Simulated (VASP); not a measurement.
A run of VASP 6.6.1:

The input INCAR:

```
SYSTEM = Ti
PREC = Accurate
ENCUT = 520
EDIFF = 1E-8
ISMEAR = -1
SIGMA = 0.08
LREAL = .FALSE.
LASPH = .TRUE.
NELM = 100
ALGO = Normal
ISIF = 2
LWAVE = .FALSE.
LCHARG = .FALSE.
GGA = PE
LEFG = .TRUE.
NBANDS = 12
```

The input KPOINTS:

```
Automatic mesh
0
G
  17 17 17
  0 0 0
```

File POSCAR:

```
Ti
1.0
   -1.6738200000      1.6410000000      1.6410000000
    1.6410000000     -1.6738200000      1.6410000000
    1.6410000000      1.6410000000     -1.6738200000
Ti
1
Direct
    0.0000000000      0.0000000000      0.0000000000
```

Potentials or basis: VASP PAW PBE potentials, release 64 (Ti_sv).

Command:

```sh
$ cat potpaw_PBE.64/Ti_sv/POTCAR > POTCAR
$ mpirun -np 1 vasp_std > vasp.out
```

Hardware: 1 thread of AMD EPYC 7R13 Processor (Zen 3), on a shared host.

Task: Estimate the wall time of this run.

Result: Wall time 2 min on 1 thread of AMD EPYC 7R13 Processor (Zen 3), with other jobs on the host, peak memory 0.19 GiB. Counts: scf iterations 16, k points 489.
